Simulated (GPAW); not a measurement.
Li2Se:

```
CELL_PARAMETERS angstrom
0.00000 3.00250 3.00250
3.00250 0.00000 3.00250
3.00250 3.00250 0.00000
ATOMIC_POSITIONS crystal
Se 0.00000 0.00000 0.00000
Li 0.75000 0.75000 0.75000
Li 0.25000 0.25000 0.25000
```

Program: GPAW 26.7.0. Alike in all runs: no spin polarisation; cell as given; k mesh 8 × 8 × 8; cutoff (eV) 800; smearing fermi-dirac 0.05 eV.

Q: Order these runs on this cell by their band gap on the k mesh, lowest first.
A. level TB-mBJ; potentials or basis GPAW PAW data sets for LDA (gpaw-data 1.2.1), pw
B. level LDA; potentials or basis the program's PAW data sets (release 1.2.1) made for this functional, pw; band path GXWKGLUWLK,UX; band points 80
C. level r2SCAN; potentials or basis GPAW PAW data sets (gpaw-data 1.2.1), pw; band path GXWKGLUWLK,UX; band points 80

A: B (2.81 eV), C (3.48 eV), A (4.09 eV).

Caveats: a model potential gives levels but no total energy (some runs).

A k mesh can miss the band edges.

Runs at the PBE level aren't shown here.
